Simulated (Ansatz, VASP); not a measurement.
One calculation of AlN, two programs

The input INCAR:

```
SYSTEM = AlN
ALGO = Normal
EDIFF = 1E-6
EDIFFG = -0.01
ENCUT = 600
GGA = PE
IBRION = 2
ISIF = 3
ISMEAR = 0
LASPH = .TRUE.
LCHARG = .FALSE.
LREAL = .FALSE.
LWAVE = .FALSE.
NELM = 60
NSW = 100
PREC = Accurate
SIGMA = 0.02
```

The input KPOINTS:

```
k-points
0
G
  10 10 10
  0 0 0
```

Contents of POSCAR:

```
AlN
1.0
    0.0000000000      2.0351763369      2.0351763369
    2.0351763369      0.0000000000      2.0351763369
    2.0351763369      2.0351763369      0.0000000000
Al N
1 1
Direct
    0.0000000000      0.0000000000      0.0000000000
    0.5000000000      0.5000000000      0.5000000000
```

Input for Ansatz:

```yaml
crystal:
  lattice:
    - [0.0, 2.0351763369, 2.0351763369]
    - [2.0351763369, 0.0, 2.0351763369]
    - [2.0351763369, 2.0351763369, 0.0]
  atoms:
    - { symbol: Al, position: [0.0, 0.0, 0.0] }
    - { symbol: "N", position: [0.5, 0.5, 0.5] }
basis:
  ecutwfc: 420
kpoints:
  mp_grid: { grid: [10, 10, 10] }
hamiltonian:
  xc: pbe
scf:
  occupations: { method: gaussian, width: 0.02 }
output:
  forces: true
  stress: true
  eigenvalues: true
  write_density: true
  write_potential: true
  elf: true
  volumetric_format: npy
relax:
  adjacent_minimum: "off"
  f_tol: 0.01
  max_steps: 80
  cell: { stress_tol: 0.05 }
```

Alike in both runs: task relaxation of cell and atoms; functional PBE; k mesh 10 × 10 × 10; occupations gaussian, width 0.02 eV; no spin polarisation.

|  | VASP | Ansatz |
| --- | --- | --- |
| version | VASP 6.6.1 | Ansatz 0.2.0 |
| potentials or method | VASP PAW PBE potentials, release 64 (Al, N) | scalar-relativistic, plane waves, PAW |
| plane-wave cutoff (eV) | 600 | 420 |
| valence electrons in the cell | 8 | 8 |

```csv
,VASP,Ansatz,Ansatz less VASP
"gap on the k mesh at the Fermi level, each at its own relaxed structure (eV)",4.43,4.44,+0.008
relaxed volume (Å³/atom),8.42,8.43,+0.013
relaxed cell length with the largest relative difference (Å),2.877,2.878,+0.0015
```

A k mesh can miss the band edges. PBE gaps usually lie below the measured ones, often by a third to a half.
